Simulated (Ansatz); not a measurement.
# ZnS: a trial structure relaxed

Where does ZnS go from the start given, structure listed in a database for this formula (P6_3mc, No. 186)?

Method: DFT PBE, scalar-relativistic, plane waves, PAW, in Ansatz 0.2.0.

### Step 1. The starting structure

Symmetry: P6_3mc, No. 186, hexagonal system. The conventional cell has a = 3.808 Å, b = 3.808 Å, c = 24.891 Å, α = 90.00°, β = 90.00°, γ = 120.00°. Zn (site symmetry 3m) is surrounded by 4 S at 2.33 to 2.34 Å. Zn (site symmetry 3m) is surrounded by 4 S at 2.33 Å. S (site symmetry 3m) has 4 Zn at 2.33 Å as nearest neighbours. S (site symmetry 3m) is surrounded by 4 Zn at 2.33 to 2.34 Å.

Structure file:

```
CELL_PARAMETERS angstrom
3.80839 0.00000 0.00000
-1.90419 3.29816 0.00000
0.00000 0.00000 24.89096
ATOMIC_POSITIONS crystal
Zn 0.33333 0.66667 0.74991
Zn 0.33333 0.66667 0.12479
Zn 0.00000 0.00000 0.00004
Zn 0.66667 0.33333 0.87532
Zn 0.66667 0.33333 0.24991
Zn 0.33333 0.66667 0.37532
Zn 0.00000 0.00000 0.50004
Zn 0.66667 0.33333 0.62479
S 0.00000 0.00000 0.59371
S 0.66667 0.33333 0.96899
S 0.33333 0.66667 0.21850
S 0.66667 0.33333 0.34393
S 0.33333 0.66667 0.84393
S 0.33333 0.66667 0.46899
S 0.66667 0.33333 0.71850
S 0.00000 0.00000 0.09371
```

(A quick probe on a coarse mesh, which set the mesh and smearing, is not shown.)

### Step 3. The relaxation

The input, input.yaml:

```yaml
crystal:
  lattice:
    - [3.8083864859, 0.0, 0.0]
    - [-1.9041932429, 3.2981594442, 0.0]
    - [0.0, 0.0, 24.89095901]
  atoms:
    - { symbol: Zn, position: [0.33333333, 0.66666667, 0.74991292] }
    - { symbol: Zn, position: [0.33333333, 0.66666667, 0.12478582] }
    - { symbol: Zn, position: [0.0, 0.0, 4.287e-05] }
    - { symbol: Zn, position: [0.66666667, 0.33333333, 0.87532473] }
    - { symbol: Zn, position: [0.66666667, 0.33333333, 0.24991292] }
    - { symbol: Zn, position: [0.33333333, 0.66666667, 0.37532473] }
    - { symbol: Zn, position: [0.0, 0.0, 0.50004287] }
    - { symbol: Zn, position: [0.66666667, 0.33333333, 0.62478582] }
    - { symbol: S, position: [0.0, 0.0, 0.59371274] }
    - { symbol: S, position: [0.66666667, 0.33333333, 0.96898812] }
    - { symbol: S, position: [0.33333333, 0.66666667, 0.21850247] }
    - { symbol: S, position: [0.66666667, 0.33333333, 0.34392833] }
    - { symbol: S, position: [0.33333333, 0.66666667, 0.84392833] }
    - { symbol: S, position: [0.33333333, 0.66666667, 0.46898812] }
    - { symbol: S, position: [0.66666667, 0.33333333, 0.71850247] }
    - { symbol: S, position: [0.0, 0.0, 0.09371274] }
basis:
  ecutwfc: 420
kpoints:
  mp_grid: { grid: [12, 12, 2] }
hamiltonian:
  xc: pbe
scf:
  occupations: { method: gaussian, width: 0.02 }
output:
  forces: true
  stress: true
  eigenvalues: true
  write_density: true
  write_potential: true
  elf: true
  volumetric_format: npy
relax:
  adjacent_minimum: "off"
  f_tol: 0.01
  max_steps: 80
  cell: { stress_tol: 0.05 }
```

Started as:

```console
> ansatz run input.yaml --threads 1 --pin off --max-ram 2560MiB --backend cpu --events-out ev --progress --plain --runs-dir out
```

What does the calculation give?

**Answer**, as computed:

Formation energies count from the elements, computed with the same settings in runs not shown here.

```
                          quantity                                                                        value
                              cell  a = 3.847 Å, b = 3.847 Å, c = 25.157 Å, α = 90.00°, β = 90.00°, γ = 120.00°
                       space group                                                             P6_3mc (No. 186)
                            volume                                                                20.15 Å³/atom
                   gap on the mesh                                                                      2.03 eV
formation energy from the elements                                                               -0.822 eV/atom
```

**Reading.** The space group stayed P6_3mc, and from the first guess the volume went from 19.54 to 20.15 Å³/atom. With -0.82 eV/atom it lies under the elements, which doesn't yet make it stable against other compounds of them.

These are semilocal Kohn-Sham gaps, which aren't the measured quantity. Such gaps usually fall short of the measured ones.
